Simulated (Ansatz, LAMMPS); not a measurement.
# Squeezing and shearing amorphous TiO2 (84 atoms), part 3 of 4

How stiff is amorphous TiO2 (84 atoms), and how do its levels respond to strain?

Ansatz 0.2.0; Kohn-Sham DFT, PBE, PAW (set soft_1), plane waves.

The cell: 28 Ti and 56 O. The quench rate of 10 K/ps far exceeds what a furnace or splat quench reaches. The network of bonds at the start is that of the classical potential that made the cell. Only the Γ point is sampled.

So far. Step 7 (Volume -6 %): The relaxation converged after 9 steps, 1.43 eV below its start, with a largest force component of 0.035 eV/Å. Step 7 (Volume -6 %): Volume -6 %: the energy stands 0.977 eV above that of the reference, at a pressure of 4.55 GPa.

## (8) Volume +6 %

The relaxed cell is scaled to another volume.

File input.yaml:

```yaml
crystal:
  lattice:
    - [10.50052, -0.08673, -0.3365]
    - [-0.08673, 11.25529, 0.26651]
    - [-0.3365, 0.26651, 10.26126]
  atoms:
    [... the 84 atom lines of step 4 ...]
kpoints:
  mp_grid: { grid: [1, 1, 1] }
hamiltonian:
  xc: pbe
  pseudopotentials: { kind: paw, azcp: { folder: soft_1 } }
scf:
  occupations: { method: fixed }
output:
  forces: true
  eigenvalues: true
  stress: true
relax:
  f_tol: 0.05
  max_steps: 70
```

On the command line:

```
$ ansatz run input.yaml --threads 4 --pin off --max-ram 8192MiB --backend cpu --events-out ev --progress --plain --runs-dir out
```

Numbers of over 12 decimals in the logs are rounded to 6 here.

What it wrote:

```text
[...]
Crystal: 84 atoms, lattice volume = 1210.659 Å³
Basis set: ecut = 420 eV, 23665 PW (Γ), exchange–correlation on 144×160×144 points (8 copies of the dense FFT grid, shifted against one another)
Bands: 420, of which v1, the nominal top of the filled ones, is band 336 counted from 1 (335 counted from 0)
Symmetry: 1 space group operations
[...]
k-points: 1
[...]
SCF iter   1: F=—  HF=-101882.233417 eV  |F-HF|=—  |Δ(HF+E_count)|=         —  Δρ=5.09e-2  dr2=4.03e1  ethr=3.10e-3  ⟨swp⟩=3.0  Hψ=1220  notcnv=0  defer=71
[...]
SCF iter  11: F=—  HF=-101874.833025 eV  |F-HF|=—  |Δ(HF+E_count)|=   2.54e-4  Δρ=1.09e-4  dr2=1.86e-4  ethr=6.54e-8  ⟨swp⟩=2.0  Hψ=562  notcnv=0  defer=82
SCF iter  12: F=-101874.833075 eV  HF=-101874.833064 eV  |F-HF|=1.13e-5  |Δ(HF+E_count)|=   3.87e-5  Δρ=3.68e-5  dr2=2.59e-5  ethr=9.30e-9  ⟨swp⟩=10.0  Hψ=2019  notcnv=0
SCF 1 converged in 12 iterations: F = -101874.833075 eV  dr2 = 2.59e-5
[...]
relax step   1: F+E_penalty+E_count = -101874.83307481 eV  Δ(F+E_penalty+E_count) = +0.000e0 eV  max|allowed force component| = 8.211e-1 eV/Å  Δτ_max = 0.0000 Å  (12 SCF iters, dr2 threshold 6.25e-5 eV, accepted)
[...]
relax step   2: F+E_penalty+E_count = -101875.59407667 eV  Δ(F+E_penalty+E_count) = -7.610e-1 eV  max|allowed force component| = 4.910e-1 eV/Å  Δτ_max = 0.1045 Å  (8 SCF iters, dr2 threshold 4.21e-5 eV, accepted)
[...]
relax step   3: F+E_penalty+E_count = -101875.85847031 eV  Δ(F+E_penalty+E_count) = -2.644e-1 eV  max|allowed force component| = 1.952e-1 eV/Å  Δτ_max = 0.0650 Å  (8 SCF iters, dr2 threshold 1.51e-5 eV, accepted)
relax step   4: F+E_penalty+E_count = -101875.84224960 eV  Δ(F+E_penalty+E_count) = +1.622e-2 eV  max|allowed force component| = 7.285e-1 eV/Å  Δτ_max = 0.2000 Å  (10 SCF iters, dr2 threshold 6.02e-6 eV, rejected (line search))
relax step   5: F+E_penalty+E_count = -101875.95842054 eV  Δ(F+E_penalty+E_count) = -9.995e-2 eV  max|allowed force component| = 9.068e-2 eV/Å  Δτ_max = 0.1000 Å  (12 SCF iters, accepted)
relax step   6: F+E_penalty+E_count = -101875.98630481 eV  Δ(F+E_penalty+E_count) = -2.788e-2 eV  max|allowed force component| = 1.707e-1 eV/Å  Δτ_max = 0.1000 Å  (12 SCF iters, accepted)
relax step   7: F+E_penalty+E_count = -101875.99485555 eV  Δ(F+E_penalty+E_count) = -8.551e-3 eV  max|allowed force component| = 1.176e-1 eV/Å  Δτ_max = 0.0663 Å  (8 SCF iters, dr2 threshold 6.28e-6 eV, accepted)
relax step   8: F+E_penalty+E_count = -101876.00107226 eV  Δ(F+E_penalty+E_count) = -6.217e-3 eV  max|allowed force component| = 1.418e-1 eV/Å  Δτ_max = 0.2000 Å  (9 SCF iters, dr2 threshold 6.56e-6 eV, accepted)
relax step   9: F+E_penalty+E_count = -101876.01707660 eV  Δ(F+E_penalty+E_count) = -1.600e-2 eV  max|allowed force component| = 1.182e-1 eV/Å  Δτ_max = 0.0339 Å  (7 SCF iters, dr2 threshold 9.54e-6 eV, accepted)
relax step  10: F+E_penalty+E_count = -101876.00089411 eV  Δ(F+E_penalty+E_count) = +1.618e-2 eV  max|allowed force component| = 3.596e-1 eV/Å  Δτ_max = 0.2000 Å  (9 SCF iters, dr2 threshold 9.72e-6 eV, rejected (line search))
relax step  11: F+E_penalty+E_count = -101876.03290358 eV  Δ(F+E_penalty+E_count) = -1.583e-2 eV  max|allowed force component| = 1.142e-1 eV/Å  Δτ_max = 0.0974 Å  (12 SCF iters, accepted)
relax step  12: F+E_penalty+E_count = -101876.03560139 eV  Δ(F+E_penalty+E_count) = -2.698e-3 eV  max|allowed force component| = 1.345e-1 eV/Å  Δτ_max = 0.0990 Å  (9 SCF iters, dr2 threshold 9.07e-6 eV, accepted)
relax step  13: F+E_penalty+E_count = -101876.04488745 eV  Δ(F+E_penalty+E_count) = -9.286e-3 eV  max|allowed force component| = 9.138e-2 eV/Å  Δτ_max = 0.0376 Å  (7 SCF iters, dr2 threshold 1.69e-5 eV, accepted)
relax step  14: F+E_penalty+E_count = -101876.01905752 eV  Δ(F+E_penalty+E_count) = +2.583e-2 eV  max|allowed force component| = 3.722e-1 eV/Å  Δτ_max = 0.2000 Å  (10 SCF iters, dr2 threshold 3.85e-6 eV, rejected (line search))
relax step  15: F+E_penalty+E_count = -101876.06401025 eV  Δ(F+E_penalty+E_count) = -1.912e-2 eV  max|allowed force component| = 7.883e-2 eV/Å  Δτ_max = 0.0974 Å  (12 SCF iters, accepted)
relax step  16: F+E_penalty+E_count = -101876.05951420 eV  Δ(F+E_penalty+E_count) = +4.496e-3 eV  max|allowed force component| = 9.995e-2 eV/Å  Δτ_max = 0.0976 Å  (9 SCF iters, dr2 threshold 2.87e-6 eV, rejected (line search))
relax step  17: F+E_penalty+E_count = -101876.07349355 eV  Δ(F+E_penalty+E_count) = -9.483e-3 eV  max|allowed force component| = 5.806e-2 eV/Å  Δτ_max = 0.0488 Å  (11 SCF iters, accepted)
relax step  18: F+E_penalty+E_count = -101876.07500161 eV  Δ(F+E_penalty+E_count) = -1.508e-3 eV  max|allowed force component| = 8.185e-2 eV/Å  Δτ_max = 0.0413 Å  (11 SCF iters, accepted)
relax step  19: F+E_penalty+E_count = -101876.07730556 eV  Δ(F+E_penalty+E_count) = -2.304e-3 eV  max|allowed force component| = 3.704e-2 eV/Å  Δτ_max = 0.0061 Å  (6 SCF iters, dr2 threshold 3.63e-6 eV, accepted)
[...]
relax step  20: F+E_penalty+E_count = -101876.07730599 eV  Δ(F+E_penalty+E_count) = -4.284e-7 eV  max|allowed force component| = 3.693e-2 eV/Å  Δτ_max = 0.0000 Å  (4 SCF iters, accepted)
SCF converged after 4 iterations
Free energy (F): -101876.077306 eV
[...]
Internal energy: -101876.077306 eV  (E = F + TS)
E sigma→0 (E₀):  -101876.077306 eV
Fermi energy:    4.314707 eV
[...]
Σ components = -101876.077306   (vs F -101876.077306, Δ=0.00e0)
--- Forces (eV/Å), atoms counted from 1 ---
  atom   1  Ti     0.00084459    -0.01901017     0.01193412
  atom   2  Ti    -0.00888638    -0.00262226     0.00164879
  atom   3  Ti     0.00772274     0.00326163     0.00622544
  atom   4  Ti    -0.00025715    -0.00847803    -0.01436749
[...]
atom  84  O      0.00599461     0.01658331     0.00566873
  max |Σ_I F_I| component: 9.20e-5 eV/Å
--- Stress (GPa, compression-positive) ---
       -1.997391      -0.228894       0.731068
       -0.228894      -2.600300      -0.098712
        0.731068      -0.098712      -2.291770
  P = ⅓ Tr σ = -2.2965 GPa (-22.965 kbar)
--- Band table (eV) ---
[...]
--- Relaxed structure (20 steps of the walk, 16 accepted, 0 SCFs on fresh bases) ---
  F+E_penalty+E_count = -101876.07730599 eV   max|allowed force component| = 3.693e-2 eV/Å
  atoms:
    - { symbol: Ti, position: [0.185312, 0.136867, 0.185686] }
    - { symbol: Ti, position: [0.955346, 0.200247, 0.424979] }
    - { symbol: Ti, position: [0.882920, 0.969306, 0.667201] }
    - { symbol: Ti, position: [0.538878, 0.545590, 0.044748] }
[...]
- { symbol: O, position: [0.013829, 0.353251, 0.459424] }
```

Wall time 6.5 min (4 threads of Arm Neoverse V1, shared host); peak memory 1.7 GiB.

The relaxation converged after 20 steps, 1.24 eV below its start, with a largest force component of 0.037 eV/Å.

Volume +6 %: the energy stands 0.700 eV above that of the reference, at a pressure of -2.30 GPa.

## (9) Volume -10 %

The relaxed cell is scaled to another volume.

Input and log are left out; they have the form of those shown for this kind of step.

The job ended after 3.2 min (4 threads of Arm Neoverse V1, shared host; peak memory 1.5 GiB; 12 min of CPU time).

The relaxation converged after 11 steps, 4.52 eV below its start, with a largest force component of 0.047 eV/Å.

Volume -10 %: the energy stands 2.65 eV above that of the reference, at a pressure of 6.96 GPa.

## (10) Stretched by 1 % along x

The relaxed cell is strained along x alone, which gives the stiffness along x and its coupling to y and z.

input.yaml, the sections that differ from step 8:

```yaml
crystal:
  lattice:
    - [10.40153, -0.08506, -0.33003]
    - [-0.08591, 11.03879, 0.26138]
    - [-0.33333, 0.26138, 10.06388]
  atoms:
    [... the 84 atom lines of step 4 ...]
# kpoints, hamiltonian, scf, output, relax: as in step 8
```

What it wrote:

```text
[...]
Crystal: 84 atoms, lattice volume = 1153.554 Å³
Basis set: ecut = 420 eV, 22555 PW (Γ), exchange–correlation on 144×150×144 points (8 copies of the dense FFT grid, shifted against one another)
Bands: 420, of which v1, the nominal top of the filled ones, is band 336 counted from 1 (335 counted from 0)
Symmetry: 1 space group operations
[...]
k-points: 1
[...]
SCF iter   1: F=—  HF=-101886.294933 eV  |F-HF|=—  |Δ(HF+E_count)|=         —  Δρ=5.60e-2  dr2=4.53e1  ethr=3.10e-3  ⟨swp⟩=3.0  Hψ=1216  notcnv=0  defer=71
[...]
SCF iter  11: F=—  HF=-101876.680400 eV  |F-HF|=—  |Δ(HF+E_count)|=   2.48e-4  Δρ=9.94e-5  dr2=1.50e-4  ethr=5.43e-8  ⟨swp⟩=2.0  Hψ=521  notcnv=0  defer=82
SCF iter  12: F=-101876.680433 eV  HF=-101876.680427 eV  |F-HF|=5.62e-6  |Δ(HF+E_count)|=   2.76e-5  Δρ=3.90e-5  dr2=2.56e-5  ethr=9.30e-9  ⟨swp⟩=10.0  Hψ=2033  notcnv=0
SCF 1 converged in 12 iterations: F = -101876.680433 eV  dr2 = 2.56e-5
[...]
relax step   1: F+E_penalty+E_count = -101876.68043284 eV  Δ(F+E_penalty+E_count) = +0.000e0 eV  max|allowed force component| = 2.582e-1 eV/Å  Δτ_max = 0.0000 Å  (12 SCF iters, dr2 threshold 6.25e-5 eV, accepted)
[...]
relax step   2: F+E_penalty+E_count = -101876.72091630 eV  Δ(F+E_penalty+E_count) = -4.048e-2 eV  max|allowed force component| = 1.297e-1 eV/Å  Δτ_max = 0.0213 Å  (7 SCF iters, dr2 threshold 4.17e-6 eV, accepted)
[...]
relax step   3: F+E_penalty+E_count = -101876.73320513 eV  Δ(F+E_penalty+E_count) = -1.229e-2 eV  max|allowed force component| = 4.982e-2 eV/Å  Δτ_max = 0.0152 Å  (9 SCF iters, accepted)
SCF converged after 9 iterations
Free energy (F): -101876.733205 eV
[...]
Internal energy: -101876.733205 eV  (E = F + TS)
E sigma→0 (E₀):  -101876.733205 eV
Fermi energy:    4.844291 eV
[...]
Σ components = -101876.733205   (vs F -101876.733205, Δ=0.00e0)
--- Forces (eV/Å), atoms counted from 1 ---
  atom   1  Ti     0.00801658     0.04135500    -0.00819640
  atom   2  Ti     0.01856269    -0.02411378     0.00174884
  atom   3  Ti    -0.00855775     0.04299504    -0.02733724
  atom   4  Ti     0.00949997    -0.01564912    -0.00213050
[...]
atom  84  O      0.02263214     0.01025527     0.00359611
  max |Σ_I F_I| component: 1.28e-4 eV/Å
--- Stress (GPa, compression-positive) ---
       -1.281462      -0.075389       0.075973
       -0.075389      -0.488370       0.067853
        0.075973       0.067853      -0.595976
  P = ⅓ Tr σ = -0.7886 GPa (-7.886 kbar)
--- Band table (eV) ---
[...]
--- Relaxed structure (3 steps of the walk, 3 accepted, 0 SCFs on fresh bases) ---
  F+E_penalty+E_count = -101876.73320513 eV   max|allowed force component| = 4.982e-2 eV/Å
  atoms:
    - { symbol: Ti, position: [0.191712, 0.131451, 0.172113] }
    - { symbol: Ti, position: [0.952759, 0.190966, 0.413179] }
    - { symbol: Ti, position: [0.903231, 0.982533, 0.682837] }
    - { symbol: Ti, position: [0.529268, 0.565575, 0.048168] }
[...]
- { symbol: O, position: [0.00394256, 0.345562, 0.451864] }
```

It took 58 s on 4 threads; peak memory 1.6 GiB.

The relaxation converged after 3 steps, 0.0528 eV below its start, with a largest force component of 0.050 eV/Å.

Stretched by 1 % along x: the energy stands 0.0446 eV above that of the reference, at a pressure of -0.789 GPa.

## (11) Compressed by 1 % along x

The relaxed cell is strained along x alone, which gives the stiffness along x and its coupling to y and z.

input.yaml, the sections that differ from step 10:

```yaml
crystal:
  lattice:
    - [10.19555, -0.08506, -0.33003]
    - [-0.08421, 11.03879, 0.26138]
    - [-0.32673, 0.26138, 10.06388]
  atoms:
    [... the 84 atom lines of step 4 ...]
# kpoints, hamiltonian, scf, output, relax: as in step 10
```

What it wrote:

```text
[...]
Crystal: 84 atoms, lattice volume = 1130.710 Å³
Basis set: ecut = 420 eV, 22111 PW (Γ), exchange–correlation on 144×150×144 points (8 copies of the dense FFT grid, shifted against one another)
Bands: 420, of which v1, the nominal top of the filled ones, is band 336 counted from 1 (335 counted from 0)
Symmetry: 1 space group operations
[...]
k-points: 1
[...]
SCF iter   1: F=—  HF=-101887.358807 eV  |F-HF|=—  |Δ(HF+E_count)|=         —  Δρ=5.84e-2  dr2=4.79e1  ethr=3.10e-3  ⟨swp⟩=3.0  Hψ=1220  notcnv=0  defer=71
[...]
SCF iter  12: F=-101876.678490 eV  HF=-101876.678488 eV  |F-HF|=2.17e-6  |Δ(HF+E_count)|=   2.33e-5  Δρ=4.08e-5  dr2=2.58e-5  ethr=9.30e-9  ⟨swp⟩=10.0  Hψ=2040  notcnv=0
SCF 1 converged in 12 iterations: F = -101876.678490 eV  dr2 = 2.58e-5
[...]
relax step   1: F+E_penalty+E_count = -101876.67849027 eV  Δ(F+E_penalty+E_count) = +0.000e0 eV  max|allowed force component| = 2.651e-1 eV/Å  Δτ_max = 0.0000 Å  (12 SCF iters, dr2 threshold 6.25e-5 eV, accepted)
[...]
relax step   2: F+E_penalty+E_count = -101876.71855428 eV  Δ(F+E_penalty+E_count) = -4.006e-2 eV  max|allowed force component| = 1.337e-1 eV/Å  Δτ_max = 0.0214 Å  (7 SCF iters, dr2 threshold 4.39e-6 eV, accepted)
[...]
relax step   3: F+E_penalty+E_count = -101876.73060480 eV  Δ(F+E_penalty+E_count) = -1.205e-2 eV  max|allowed force component| = 4.547e-2 eV/Å  Δτ_max = 0.0153 Å  (9 SCF iters, accepted)
SCF converged after 9 iterations
Free energy (F): -101876.730605 eV
[...]
Internal energy: -101876.730605 eV  (E = F + TS)
E sigma→0 (E₀):  -101876.730605 eV
Fermi energy:    5.051195 eV
[...]
--- Forces (eV/Å), atoms counted from 1 ---
  atom   1  Ti     0.00277977    -0.04033738     0.01060267
  atom   2  Ti    -0.01211563     0.01642704    -0.00918253
  atom   3  Ti     0.00023426    -0.03262367     0.02578154
  atom   4  Ti    -0.00724571     0.01055337     0.00436066
  atom   5  Ti     0.00214991    -0.01785480    -0.01334366
  atom   6  Ti     0.00629567     0.00662944     0.01656396
  atom   7  Ti     0.01684918     0.00003169    -0.01061706
  atom   8  Ti    -0.00555047    -0.02685225    -0.02785594
  atom   9  Ti    -0.01132571     0.01525049    -0.04466050
  atom  10  Ti    -0.01827863    -0.02169878     0.00003542
  atom  11  Ti     0.01704823     0.01630611     0.00501850
  atom  12  Ti     0.02688583     0.02328767     0.01019094
  atom  13  Ti     0.02626721    -0.00526144     0.01128235
  atom  14  Ti    -0.00954791     0.00321406     0.00898454
[...]
atom  83  O      0.00610608    -0.01497367    -0.01029056
  atom  84  O     -0.01633164    -0.00464724    -0.00089577
  max |Σ_I F_I| component: 1.22e-4 eV/Å
--- Stress (GPa, compression-positive) ---
        1.344213       0.066799      -0.084587
        0.066799       0.619694      -0.037446
       -0.084587      -0.037446       0.624403
  P = ⅓ Tr σ = 0.8628 GPa (8.628 kbar)
--- Band table (eV) ---
[...]
--- Relaxed structure (3 steps of the walk, 3 accepted, 0 SCFs on fresh bases) ---
  F+E_penalty+E_count = -101876.73060480 eV   max|allowed force component| = 4.547e-2 eV/Å
  atoms:
    - { symbol: Ti, position: [0.190477, 0.131190, 0.170799] }
    - { symbol: Ti, position: [0.953247, 0.190243, 0.414167] }
    - { symbol: Ti, position: [0.907187, 0.982293, 0.682596] }
    - { symbol: Ti, position: [0.531291, 0.564256, 0.048908] }
[...]
- { symbol: O, position: [0.000516664, 0.346214, 0.451952] }
```

Wall time 57 s (4 threads); peak memory 1.6 GiB; 3.6 min of CPU time.

The relaxation converged after 3 steps, 0.0521 eV below its start, with a largest force component of 0.045 eV/Å.

Compressed by 1 % along x: the energy stands 0.0472 eV above that of the reference, at a pressure of 0.863 GPa.

[end of part 3 of 4]

[Logs are printed without paths, hosts, clocks, repeated set-up lines and the standing remarks that a program may print on its own settings, such as how far it seeks lower states.]

[Hosts, paths, dates, database ids (printed as entryN), source tags and the programs' standing remarks are cut or masked in the printed files.]
